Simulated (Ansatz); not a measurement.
Cubic perovskite LaAlO₃ (cubic high-temperature phase) was calculated with r²SCAN0 (plane waves, PAW; Ansatz, a program for electronic structure).

Run with plane-wave cutoff 520 eV, 6×6×6 k mesh, Fermi–Dirac smearing 0.01 eV, scalar-relativistic PAW data made under PBE.

The cell has the measured lattice: a = b = c = 3.8100 Å, α = β = γ = 90.00°.

Q: What does this level give for the band gap and smallest direct gap on the k points sampled?

A: 
- band gap = 5.92 eV (on the SCF k mesh)
- smallest direct gap on the k points sampled = 6.11 eV

Note: held by symmetry at 0 K, a high-temperature phase can be a saddle point; cell and atoms aren't relaxed at this level (pressure -7.3 GPa).

Spin–orbit coupling is not included.
